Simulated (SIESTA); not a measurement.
ZnO (zincite):

```
Zn O
1.0
     3.24931    0.00000    0.00000
    -1.62465    2.81398    0.00000
     0.00000    0.00000    5.20571
Zn O
2 2
Direct
  0.66667 0.33333 0.00000
  0.33333 0.66667 0.50000
  0.33333 0.66667 0.87901
  0.66667 0.33333 0.37901
```

Base run:

- Program: SIESTA 5.4.2
- Functional: PBE
- Potentials or basis: PseudoDojo 0.4 standard (PBE files)
- Basis: DZP (energy shift 0.003 Ry; two zetas on semicore shells)
- Grid cutoff: 800 Ry
- Energy shift: 0.003 Ry
- k mesh: 9 × 9 × 5
- Occupations: fermi-dirac, width 0.05 eV
- Spin: no spin polarisation

Its results: band gap on the k mesh 1.01 eV, direct; pressure 5.7 GPa; largest force 0.095 eV/Å.

Question: The run is repeated on the same cell with these changes: functional from PBE to PBEsol; potentials or basis from PseudoDojo 0.4 standard (PBE files) to PseudoDojo 0.4 standard (PBEsol files). What comes out?

Answer: Band gap on the k mesh 0.92 eV, direct; pressure -0.6 GPa; largest force 0.082 eV/Å.

Caveats: short orbitals over semicore shells can move pressures by several GPa; the valence orbitals were made in a potential fitted to the semicore shell under them, which widens gaps by tenths of an eV or more; the basis of atomic orbitals isn't converged, which shifts pressures, moduli and gaps; the basis holds too few empty states to meet the f-sum rule, so the spectrum is short of weight at high energy (some runs); an odd mesh through Γ misses points on the zone boundary, where band edges often lie (some runs).
